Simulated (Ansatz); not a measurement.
# Cu3Au (Auricupride) (Pm-3m) in Ansatz: notebook

The runs below take Cu3Au (Auricupride) through single point, with PBE.

All numbers are computed with Ansatz 0.2.0; they aren't measurements. Logs are shortened: lines on timing, memory, paths and dates and some standing lists are left out, and cuts for length are marked.

### 1 The crystal as given

It takes space group Pm-3m (No. 221, cubic). The conventional cell has a = 3.740 Å, b = 3.740 Å, c = 3.740 Å, α = 90.00°, β = 90.00°, γ = 90.00°. Around Au (site symmetry m-3m) lie 12 Cu at 2.64 Å. Cu (site symmetry 4/mmm) is surrounded by 4 Au at 2.64 Å and 8 Cu at 2.64 Å.

### 2 Single point, PBE

input.yaml

```yaml
crystal:
  lattice:
    - [3.74, 0.0, 0.0]
    - [0.0, 3.74, 0.0]
    - [0.0, 0.0, 3.74]
  atoms:
    - { symbol: Au, position: [0.0, 0.0, 0.0] }
    - { symbol: Cu, position: [0.5, 0.5, 0.0] }
    - { symbol: Cu, position: [0.5, 0.0, 0.5] }
    - { symbol: Cu, position: [0.0, 0.5, 0.5] }
hamiltonian:
  xc: pbe
  pseudopotentials: { kind: paw }
kpoints:
  mp_grid: { grid: [7, 7, 7] }
scf:
  occupations: { method: gaussian, width: 0.021 }
output:
  forces: true
  stress: true
  eigenvalues: true
  write_density: true
  write_potential: true
  elf: true
  volumetric_format: npy
```

Potentials or basis: Ansatz PAW.

On the command line:

```
ansatz run input.yaml --threads 2 --pin off --max-ram 5632MiB --backend cpu --events-out ev --progress --plain --runs-dir out
```

The log of the run:

```text
Warning: RAYON_NUM_THREADS=2 ignored (pool sized by the plan → 2); use --threads N
Engine: ansatz 0.2.0, aarch64-unknown-linux-gnu
Pseudopotentials: kind: paw
Pseudopotential: Au, paw, valence charge 19, recommended cutoff 420 eV (normal), Au.paw.azcp
Pseudopotential: Cu, paw, valence charge 19, recommended cutoff 420 eV (normal), Cu.paw.azcp
Functional definition: PBE
  parameter kappa = 0.804
  parameter beta = 0.06672455060314922
  exchange = pbe_x(kappa = kappa, mu = beta*pi^2/3)
  correlation = pbe_c(beta = beta)
Crystal: 4 atoms, lattice volume = 52.314 Å³
Basis set: ecut = 420 eV, 1021 PW (Γ), exchange–correlation on 50×50×50 points (8 copies of the dense FFT grid, shifted against one another)
Bands: 46, of which v1, the nominal top of the filled ones, is band 38 counted from 1 (37 counted from 0)
Symmetry: 48 space group operations
Space group: Pm-3m (ITA 221), of the structure as read, at distance tolerance 3.7e-5 Å
k-points: 20 of 343
Non-local potential: Au, projectors of the file, l = 0: 3, l = 1: 2, l = 2: 2, l = 3: 1
Non-local potential: Cu, projectors of the file, l = 0: 3, l = 1: 2, l = 2: 3, l = 3: 1
PAW form: soft (Blöchl's): semilocal exchange-correlation on the pseudo side does not see the compensation charge
PAW one-centre angular grid: Au, 590 points (default); XC on 64 Gauss nodes
PAW one-centre angular grid: Cu, 590 points (default); XC on 64 Gauss nodes
Initial density: superposition of atomic densities (neutral atoms: chi_scale 0, normalization atom), corrected by the library's trained network
Initial wavefunctions: pseudopotential atomic-orbital guess
Functional: x = pbe(κ = 0.804, μ = 0.2195149727645171), c = pbe(β = 0.06672455060314922)
SCF iter   1: F=—  HF=-33024.981118 eV  |F-HF|=—  |Δ(HF+E_count)|=         —  Δρ=1.54e-3  dr2=1.40e-3  ethr=1.77e-3  ⟨swp⟩=5.3  Hψ=3063  notcnv=0
preconditioner: auto → Kerker (q_TF=auto, 2.904 Å⁻¹)  [metal: Δε(μ)=0.015 eV  Ē_g=10.594 eV  σ=0.021 eV  W_gap=0.38  n_scr=18 (ndim 8)  ℏωp=34.1 eV  f_vac=0.000  D(μ)=5.92/eV (n_scr^D=80)]
SCF iter   2: F=—  HF=-33024.981620 eV  |F-HF|=—  |Δ(HF+E_count)|=   5.02e-4  Δρ=8.37e-4  dr2=4.25e-4  ethr=1.84e-6  ⟨swp⟩=2.1  Hψ=1683  notcnv=0  defer=28
SCF iter   3: F=—  HF=-33024.981695 eV  |F-HF|=—  |Δ(HF+E_count)|=   7.48e-5  Δρ=4.20e-4  dr2=1.01e-4  ethr=5.60e-7  ⟨swp⟩=2.0  Hψ=1263  notcnv=0  defer=28
SCF iter   4: F=—  HF=-33024.981684 eV  |F-HF|=—  |Δ(HF+E_count)|=   1.09e-5  Δρ=1.43e-4  dr2=1.29e-5  ethr=1.33e-7  ⟨swp⟩=2.0  Hψ=1149  notcnv=0  defer=28
SCF iter   5: F=—  HF=-33024.981640 eV  |F-HF|=—  |Δ(HF+E_count)|=   4.37e-5  Δρ=3.84e-5  dr2=1.32e-6  ethr=1.69e-8  ⟨swp⟩=2.0  Hψ=1410  notcnv=0  defer=28
SCF iter   6: F=—  HF=-33024.981640 eV  |F-HF|=—  |Δ(HF+E_count)|=   1.42e-7  Δρ=1.63e-5  dr2=2.23e-7  ethr=1.74e-9  ⟨swp⟩=2.2  Hψ=1314  notcnv=0  defer=28
SCF iter   7: F=-33024.981640 eV  HF=-33024.981640 eV  |F-HF|=5.97e-9  |Δ(HF+E_count)|=   4.40e-8  Δρ=4.75e-6  dr2=1.27e-8  ethr=1.32e-10  ⟨swp⟩=10.4  Hψ=5937  notcnv=0
SCF 1 converged in 7 iterations: F = -33024.981640 eV  dr2 = 1.27e-8
SCF converged after 7 iterations
Free energy (F): -33024.981640 eV
Harris-Foulkes:  -33024.981640 eV  (|F-HF|=5.97e-9)
Internal energy: -33024.980202 eV  (E = F + TS)
E sigma→0 (E₀):  -33024.980921 eV
Entropy (-TS):   -0.001439 eV (-0.360 meV/atom)
Fermi energy:    18.130414 eV
--- Per-component energies (eV) ---
  E_band       = -1253.339828
  E_kinetic    = 1504.973971
  E_local      = -14015.719654  (includes V_loc(G=0)·N_el)
  E_nonlocal   = 1249.898184
  E_hartree    = 6179.051553
  E_xc         = -496.889915
  E_vxc        = -622.293513  (∫ρ·V_xc dr)
  E_paw        = -14701.183954  (= ΣΔE_a)
  E_vpaw       = -1728.307538  (= ΣTr[D̂ρ^β])
  E_aug_tail   = 0.002033  (compensation charges beyond the density's cutoff)
  E_ewald      = -12745.112420
  E_smearing   = -0.001439  (= −TS)
  E_closure    = -0.000000  (closes the sum)
  Σ components = -33024.981640   (vs F -33024.981640, Δ=0.00e0)
--- Forces (eV/Å), atoms counted from 1 ---
  atom   1  Au    -0.00000000    -0.00000000    -0.00000000
  atom   2  Cu     0.00000000     0.00000000     0.00000000
  atom   3  Cu     0.00000000    -0.00000000    -0.00000000
  atom   4  Cu     0.00000000     0.00000000    -0.00000000
  max |Σ_I F_I| component: 2.16e-28 eV/Å
--- Stress (GPa, compression-positive) ---
        5.017268       0.000000       0.000000
        0.000000       5.017268       0.000000
        0.000000       0.000000       5.017268
  P = ⅓ Tr σ = 5.0173 GPa (50.173 kbar)
--- Band table (eV; the first three rows and the last of 20) ---
  k-point 0: bands = ["-94.2265", "-94.2181", "-94.2181", "-87.8330", "-51.6273", "-51.6273", "-51.6273", "-51.5987", "-51.5987", "-51.5987", "-51.5782", "-51.5782", "-51.5782", "-39.2572", "-39.2572", "-39.2572", "8.4713", "11.7587", "11.7587", "12.5995", "12.5995", "12.5995", "13.6131", "15.0791", "15.0791", "15.0791", "15.9516", "15.9516", "16.5489", "16.5914", "16.5914", "16.6980", "16.6980", "16.6980", "16.8468", "16.8468", "16.8468", "19.4278", "19.4278", "19.4278", "24.2509", "25.7704", "25.7704", "29.2068", "29.2068", "29.2068"]
  k-point 1: bands = ["-94.2261", "-94.2185", "-94.2181", "-87.8330", "-51.6259", "-51.6259", "-51.6249", "-51.5990", "-51.5990", "-51.5987", "-51.5806", "-51.5792", "-51.5792", "-39.2581", "-39.2572", "-39.2572", "8.7177", "11.8503", "11.8742", "12.6496", "12.6592", "12.6592", "13.6720", "15.0135", "15.1268", "15.1268", "15.8665", "15.9811", "16.3119", "16.3119", "16.4700", "16.4859", "16.5445", "16.6436", "16.6436", "16.6981", "16.8464", "18.1923", "20.1431", "20.1431", "24.7004", "25.6834", "27.0215", "28.8369", "28.9248", "28.9248"]
  k-point 2: bands = ["-94.2251", "-94.2194", "-94.2181", "-87.8330", "-51.6224", "-51.6224", "-51.6183", "-51.6001", "-51.6001", "-51.5989", "-51.5874", "-51.5815", "-51.5815", "-39.2601", "-39.2573", "-39.2573", "9.4190", "12.0745", "12.0886", "12.7734", "12.8197", "12.8197", "13.8207", "14.8549", "15.2058", "15.2058", "15.5691", "15.6302", "15.6302", "16.0622", "16.1840", "16.2390", "16.3488", "16.3488", "16.3607", "16.4558", "16.6985", "16.8456", "21.6203", "21.6203", "25.0719", "25.4656", "27.3918", "27.3918", "27.9507", "28.2363"]
  k-point 19: bands = ["-94.2212", "-94.2208", "-94.2208", "-87.8329", "-51.6390", "-51.6221", "-51.6220", "-51.6220", "-51.5832", "-51.5832", "-51.5825", "-51.5805", "-51.5805", "-39.2603", "-39.2602", "-39.2602", "11.7196", "11.7949", "11.7949", "12.8584", "13.7017", "13.7017", "14.9190", "15.0527", "15.0527", "15.2747", "15.2747", "15.3497", "15.9332", "16.0031", "16.0031", "16.3097", "16.5270", "16.5270", "16.5724", "16.6186", "16.6186", "17.7621", "17.7621", "17.8087", "21.1971", "22.5478", "22.5478", "23.3304", "35.5369", "35.5369"]
```

Run time: 1.8 s. Hardware: 2 threads of Arm Neoverse V2, shared host; peak memory 0.35 GiB.

What came out:

```
Free energy            : -33024.9816 eV
Pressure               : 5.0 GPa
Band gap on the k mesh : none (metal or under the smearing width)
```

Levels at points of the mesh, in eV from the Fermi level:
```tsv
k point	band 36	band 37	band 38	band 39	band 40	band 41
(0.00, 0.00, 0.00)	-1.28	-1.28	1.30	1.30	1.30	6.12
```

Spin-orbit coupling is left out, which matters for the levels of Au.

### 3 Single point, PBE

Changes to input.yaml since step 2:

```diff
@@ -16,3 +16,3 @@
 scf:
-  occupations: { method: gaussian, width: 0.021 }
+  occupations: { method: gaussian, width: 0.022 }
 output:
```

Potentials or basis: Ansatz PAW.

On the command line:

```
ansatz run input.yaml --threads 2 --pin off --max-ram 5632MiB --backend cpu --events-out ev --progress --plain --runs-dir out
```

Run time: 1.8 s. Hardware: 2 threads of Arm Neoverse V2, shared host; peak memory 0.35 GiB.

Results (log left out):

```yaml
Free_energy: -33024.9817 eV
Pressure: 5.0 GPa
Band_gap_on_the_k_mesh: none (metal or under the smearing width)
```

Levels at points of the mesh, in eV from the Fermi level:
| k point | band 34 | band 35 | band 36 | band 37 | band 38 | band 39 | band 40 | band 41 | band 42 | band 43 |
| --- | --- | --- | --- | --- | --- | --- | --- | --- | --- | --- |
| (0.00, 0.00, 0.00) | -1.43 | -1.28 | -1.28 | -1.28 | 1.30 | 1.30 | 1.30 | 6.12 | 7.64 | 7.64 |

### 4 Single point, PBE

Changes to input.yaml since step 3:

```diff
@@ -16,3 +16,3 @@
 scf:
-  occupations: { method: gaussian, width: 0.022 }
+  occupations: { method: gaussian, width: 0.023 }
 output:
@@ -21,5 +21 @@
   eigenvalues: true
-  write_density: true
-  write_potential: true
-  elf: true
-  volumetric_format: npy
```

On the command line:

```
ansatz run input.yaml --threads 2 --pin off --max-ram 5632MiB --backend cpu --events-out ev --progress --plain --runs-dir out
```

Run time: 1.4 s. Hardware: 2 threads of Arm Neoverse V2, shared host; peak memory 0.34 GiB.

Results (log left out):

```yaml
Free_energy: -33024.9818 eV
Pressure: 5.0 GPa
Band_gap_on_the_k_mesh: none (metal or under the smearing width)
```

Levels at points of the mesh, in eV from the Fermi level:
```tsv
k point	band 36	band 37	band 38	band 39	band 40	band 41
(0.00, 0.00, 0.00)	-1.28	-1.28	1.30	1.30	1.30	6.12
```

### 5 The runs side by side

| smearing | gap on the mesh (eV) | pressure (GPa) |
| --- | --- | --- |
| gaussian 0.021 eV | none | 5.0 |
| gaussian 0.022 eV | none | 5.0 |
| gaussian 0.023 eV | none | 5.0 |

Alike in all rows: task single point; level PBE; potentials or basis Ansatz PAW; no spin polarisation; cell as given; k mesh 7 × 7 × 7; cutoff (eV) 420.

Every run on the cell as given and a fine mesh finds a metal.

Total energies depend on the potentials used, so only differences within one code and one set of settings carry meaning.
